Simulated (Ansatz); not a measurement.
Runs of Ansatz 0.2.0 on SiO2. Symmetry: I4_122, No. 98, tetragonal system. The conventional cell has a = 5.676 Å, b = 5.676 Å, c = 11.320 Å, α = 90.00°, β = 90.00°, γ = 90.00°. Si (site symmetry 2) has 4 O at 1.63 to 1.64 Å as nearest neighbours. O (site symmetry 2) is surrounded by 2 Si at 1.63 Å. O (site symmetry 2) is surrounded by 2 Si at 1.64 Å. The cell comes from a database or a generator and needn't be the stable form of this composition.

```csv
task,level,cell,k mesh,cutoff (eV),gap on the mesh (eV),pressure (GPa),relaxed volume (Å³/atom),largest force (eV/Å)
relaxation of cell and atoms,r2SCAN+D3(BJ),relaxed,7 × 7 × 7,500,(c),0.0,(a),-
single point,PBE,as given,5 × 5 × 5,420,4.84,-0.1,-,0.01
relaxation of cell and atoms,RPBE,relaxed,7 × 7 × 7,420,4.89,0.0,15.52,0.01
single point,PBE,as given,7 × 7 × 7,350,(b),-0.2,-,0.02
```

Alike in all rows: potentials or basis Ansatz PAW; no spin polarisation; smearing fermi-dirac 0.05 eV.

Question: Estimate the missing entries.

Answer: (a) 14.59; (b) 4.83; (c) 5.58.

Caveats: odd divisions of the mesh miss points on the zone boundary, where band edges often lie, so the gap on the mesh can be too wide; the plane-wave basis is chosen anew once the cell has moved, so the energies of steps on either side of that aren't comparable (some runs); the PAW data sets come from PBE, with cores solved anew for the run's functional, which leaves a small shift of forces and pressure (some runs); the dispersion damping was fitted for another functional or another form of the correction (some runs); the pressure holds a Pulay correction of +5.2 GPa for the finite cutoff (some runs); the cutoff lies under the one recommended for these potentials (some runs).

A k mesh can miss the band edges.
